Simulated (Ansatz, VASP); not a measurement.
Two plane-wave programs on SiC (Moissanite 3C)

```xyz
2
Lattice="0.0000 2.1790 2.1790 2.1790 0.0000 2.1790 2.1790 2.1790 0.0000" Properties=species:S:1:pos:R:3 pbc="T T T"
Si    0.0000    0.0000    0.0000
C     1.0895    1.0895    1.0895
```

Alike in both runs: task single point; functional PBE; k mesh 9 × 9 × 9; no spin polarisation.

```csv
,VASP,Ansatz
version,VASP 6.6.1,Ansatz 0.2.0
potentials or method,"VASP PAW PBE potentials, release 64 (Si, C)","plane waves, PAW"
plane-wave cutoff (eV),520,420
occupations,"gaussian, width 0.01 eV",fixed
valence electrons in the cell,8,8
```

|  | VASP | Ansatz | Ansatz less VASP |
| --- | --- | --- | --- |
| gap on the k mesh at the Fermi level (eV) | 1.50 | 1.50 | +0.002 |

Caveats: an odd mesh through Γ misses points on the zone boundary, where band edges often lie. PBE gaps usually lie below the measured ones, often by a third to a half.
